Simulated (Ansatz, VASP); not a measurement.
TePb in VASP and in Ansatz

File INCAR:

```
ALGO = Normal ; EDIFF = 1E-6
ENCUT = 520 ; GGA = PE
ISIF = 2 ; ISMEAR = -1
LASPH = True ; LCHARG = False
LREAL = False ; LWAVE = False
NELM = 60 ; PREC = Accurate
SIGMA = 0.05
```

File KPOINTS:

```
k-points
0
Gamma
  7 7 7
```

Contents of POSCAR:

```
TePb
1.0
    0.0000000000      3.2310000000      3.2310000000
    3.2956200000      0.0000000000      3.2310000000
    3.2956200000      3.2310000000      0.0000000000
Pb Te
1 1
Direct
    0.0000000000      0.0000000000      0.0000000000
    0.5000000000      0.5000000000      0.5000000000
```

The input input.yaml:

```yaml
crystal:
  lattice:
    - [0.0, 3.231, 3.231]
    - [3.29562, 0.0, 3.231]
    - [3.29562, 3.231, 0.0]
  atoms:
    - { symbol: Pb, position: [0.0, 0.0, 0.0] }
    - { symbol: Te, position: [0.5, 0.5, 0.5] }
hamiltonian:
  xc: pbe
  pseudopotentials: { kind: paw }
kpoints:
  mp_grid: { grid: [7, 7, 7] }
scf:
  occupations: { method: fermi_dirac, width: 0.05 }
output:
  forces: true
  stress: true
  eigenvalues: true
```

Change from the starting cell: strain = 0.02.

Alike in both runs: task single point; functional PBE; k mesh 7 × 7 × 7; occupations fermi-dirac, width 0.05 eV; no spin polarisation.

|  | VASP | Ansatz |
| --- | --- | --- |
| version | VASP 6.6.1 | Ansatz 0.2.0 |
| potentials or method | VASP PAW PBE potentials, release 64 (Pb_d, Te) | Ansatz PAW |
| plane-wave cutoff (eV) | 520 | 420 |
| valence electrons in the cell | 20 | 30 |

```csv
,VASP,Ansatz,Ansatz less VASP
gap on the k mesh at the Fermi level (eV),1.02,1.02,-0.003
least direct gap on the mesh (eV),1.02,1.02,-0.003
pressure (GPa),1.2,1.3,+0.06
largest component of the traceless stress (GPa),1.45,1.45,0.000
```

The two sets of potentials don't hold the same shells in valence.

Caveats: spin-orbit coupling is left out, which as a rule narrows the gap of such compounds by several tenths of an eV; an odd mesh through Γ misses points on the zone boundary, where band edges often lie (VASP); odd divisions of the mesh miss points on the zone boundary, where band edges often lie, so the gap on the mesh can be too wide (Ansatz).
